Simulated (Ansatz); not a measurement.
Program: Ansatz. Geometries: PBE0-D4/def2-TZVP. ΔE: electronic, gas phase. CCSD(T)/CBS is the MP2 limit (def2-TZVPP, def2-QZVPP) plus CCSD(T) − MP2 in def2-TZVPP, frozen cores. This one scheme is used for every species. DFT in def2-TZVPP. B3LYP here is the variant with VWN-RPA as its local correlation; programs differ in this. HSE06 is defined as in plane-wave codes. Open shells (•) are unrestricted, without spin–orbit coupling. One conformer a species, not always the lowest.

Reaction (hydrogen abstraction from the Al–H bond): `[NH2][AlH][OH]` + `F[C](F)F`• → `[NH2][Al][OH]`• + trifluoromethane

**Question.** Is it downhill or uphill in electronic energy at CCSD(T)/CBS, and by how much? (Estimate.)

**Answer.** Ansatz gave: Downhill: ΔE = -23.6 kcal/mol.

**Question.** What do these levels give: r2SCAN-D4, B3LYP-D4, ωB97X-V, PBE-QIDH, PBE, BLYP, HSE06, CCSD/def2-SVP, SCS-MP2/def2-TZVPP, CCSD(T)/def2-TZVPP, MP2/def2-QZVPP, HF/CBS(def2)? (An estimate is asked.)

**Answer.** Computed: r2SCAN-D4 -21.4, B3LYP-D4 -21.4, ωB97X-V -20.7, PBE-QIDH -23.8, PBE -23.3, BLYP -20.8, HSE06 -23.2, CCSD/def2-SVP -21.2, SCS-MP2/def2-TZVPP -24.6, CCSD(T)/def2-TZVPP -23.4, MP2/def2-QZVPP -25.8, HF/CBS(def2) -18.7 kcal/mol.

Largest T1 diagnostic among the species: 0.015.

In def2-TZVPP, CCSD(T) changes the Hartree–Fock value by −4.7 kcal/mol (the triples alone add −0.6 kcal/mol) and MP2 by −7.0 kcal/mol. At CCSD(T), def2-SVP lies +2.1 kcal/mol from the extrapolated value and def2-TZVPP +0.2 kcal/mol.
